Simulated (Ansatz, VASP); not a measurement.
**HgTe (Coloradoite): VASP beside Ansatz**

The input INCAR:

```
ALGO = Normal
EDIFF = 1E-7
ENCUT = 520
ISIF = 2
ISMEAR = -1
LASPH = T
LCHARG = F
LREAL = F
LWAVE = F
NBANDS = 16
NELM = 100
PREC = Accurate
SIGMA = 0.05
```

KPOINTS

```
k-points
0
Gamma
  7 7 7
```

File POSCAR:

```
HgTe
1.0
    0.0000000000      3.1710554852      3.1710554852
    3.1710554852      0.0000000000      3.1710554852
    3.1710554852      3.1710554852      0.0000000000
Hg Te
1 1
Direct
    0.0000000000      0.0000000000      0.0000000000
    0.7500000000      0.7500000000      0.7500000000
```

Contents of input.yaml:

```yaml
crystal:
  lattice:
    - [0.0, 3.1710554852, 3.1710554852]
    - [3.1710554852, 0.0, 3.1710554852]
    - [3.1710554852, 3.1710554852, 0.0]
  atoms:
    - { symbol: Hg, position: [0.0, 0.0, 0.0] }
    - { symbol: Te, position: [0.75, 0.75, 0.75] }
kpoints:
  mp_grid: { grid: [7, 7, 7] }
scf:
  occupations: { method: fermi_dirac, width: 0.05 }
hamiltonian:
  xc: lda
  pseudopotentials: { kind: all_electron, lapw: { basis_error: 0.001 } }
output:
  forces: true
  stress: true
  eigenvalues: true
```

Change from the starting cell: volume scaled by 0.96.

Alike in both runs: task single point; functional LDA; k mesh 7 × 7 × 7; occupations fermi-dirac, width 0.05 eV; no spin polarisation.

|  | VASP | Ansatz |
| --- | --- | --- |
| version | VASP 6.6.1 | Ansatz 0.2.0 |
| potentials or method | VASP PAW LDA potentials, release 64 (Hg, Te) | all-electron LAPW, scalar-relativistic |
| plane-wave cutoff (eV) | 520 | see its input |

Ansatz gave:

- gap on the k mesh at the Fermi level (eV): none
- pressure (GPa): 2.4

Problem. What did VASP give for the same quantities?

Solution. gap on the k mesh at the Fermi level (eV): none; pressure (GPa): 2.7.

A gap of «none» marks a metal or a gap that the smearing closes. Ansatz ran all-electron here, so the differences hold the error of VASP's frozen core and of both bases.

The runs have no spin-orbit coupling, so splittings on Hg, Te are missing.
